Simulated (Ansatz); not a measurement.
# Pressure series in CsPbI3

The parent structure is CsPbI3 in the cubic perovskite structure (space group Pm-3m, No. 221; a = 6.247 Å).

Cell and atoms are relaxed at each pressure.

Computed with PBEsol (Ansatz, an electronic-structure program), spin-orbit coupling left out.

Two rows of this table had their results exchanged by mistake.

| pressure | volume per atom (Å³) | shortest distance (Å) | band gap |
|---|---|---|---|
| pressure −2 GPa | 32.69 | 2.734 | zero |
| pressure −1 GPa | 52.17 | 3.195 | 1.40 eV |
| pressure 1.8 GPa | 44.81 | 3.037 | 0.87 eV |
| pressure 4.2 GPa | 41.41 | 2.958 | 0.52 eV |
| pressure 9 GPa | 37.17 | 2.853 | zero |
| pressure 18 GPa | 58.13 | 3.312 | 1.65 eV |
| pressure 30 GPa | 29.23 | 2.634 | zero |
| pressure 45 GPa | 26.52 | 2.550 | zero |
| pressure 60 GPa | 24.64 | 2.488 | zero |

Which two?

The rows for pressure −2 GPa and pressure 18 GPa: the volume has to fall steadily with pressure, so 58.13 Å³ belongs to pressure −2 GPa and 32.69 Å³ to pressure 18 GPa.

A case with no gap was solved on a k-mesh chosen for an insulator, which is coarse for it. With I and Pb present, leaving out spin-orbit coupling can change the band edges. Load acts through the strain it causes; cell and atoms are relaxed under it. No phonon test of stability was made. Competing high-pressure phases were not computed. All final runs are without spin polarisation. Many cubic perovskites are stable only at high temperature; tilts and polar distortions were not tested. This is not the structure that CsPbI3 has at room temperature and ambient pressure. The zero or small gap of CsPbI3 under pressure 9 GPa, CsPbI3 under pressure 18 GPa, CsPbI3 under pressure 30 GPa and CsPbI3 under pressure 45 GPa can change with the level of theory.
